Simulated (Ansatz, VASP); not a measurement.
**Two plane-wave programs on BaTiO3 (Barioperovskite)**

```xyz
5
Lattice="3.9855 0.0000 0.0000 0.0000 2.8369 2.8451 0.0000 -2.8369 2.8451" Properties=species:S:1:pos:R:3 pbc="T T T"
Ba    0.0000    0.0000    0.0000
Ti    1.9928    0.0000    2.9157
O     1.9928    1.3804    4.2594
O     1.9928   -1.3804    4.2594
O     0.0000    0.0000    2.7735
```

Alike in both runs: functional PBEsol; k mesh 7 × 7 × 7; occupations fermi-dirac, width 0.05 eV; no spin polarisation; Hubbard terms Ti d U = 6.0 eV.

|  | VASP | Ansatz |
| --- | --- | --- |
| version | VASP 6.6.1 | Ansatz 0.2.0 |
| potentials or method | VASP PAW PBE potentials, release 64 (Ba_sv, Ti_sv, O) | Ansatz PAW |
| plane-wave cutoff (eV) | 520 | 420 |
| valence electrons in the cell | 40 | 40 |
| task | single point | projected density of states |

```csv
,VASP,Ansatz,Ansatz less VASP
gap on the k mesh at the Fermi level (eV),2.59,2.66,+0.071
least direct gap on the mesh (eV),2.77,2.82,+0.049
pressure (GPa),2.9,-1.8,-4.72
largest component of the traceless stress (GPa),0.39,0.37,-0.026
rms of the force components (eV/Å),0.254,0.107,-0.1466
```

The programs project onto different local orbitals, so the same U acts differently. Atom by atom the forces differ by 0.193 eV/Å (rms over components).

Caveats: spin-orbit coupling is left out, which moves the levels of the heavy elements; the PAW data sets were made with another functional, which shifts forces and pressure a little (VASP); an odd mesh through Γ misses points on the zone boundary, where band edges often lie (VASP); odd divisions of the mesh miss points on the zone boundary, where band edges often lie, so the gap on the mesh can be too wide (Ansatz); the pressure holds a Pulay correction of +0.6 GPa for the finite cutoff (Ansatz); the PAW data sets come from PBE, with cores solved anew for the run's functional, which leaves a small shift of forces and pressure (Ansatz); the density of states is complete only up to the lowest level of the last band computed (Ansatz).
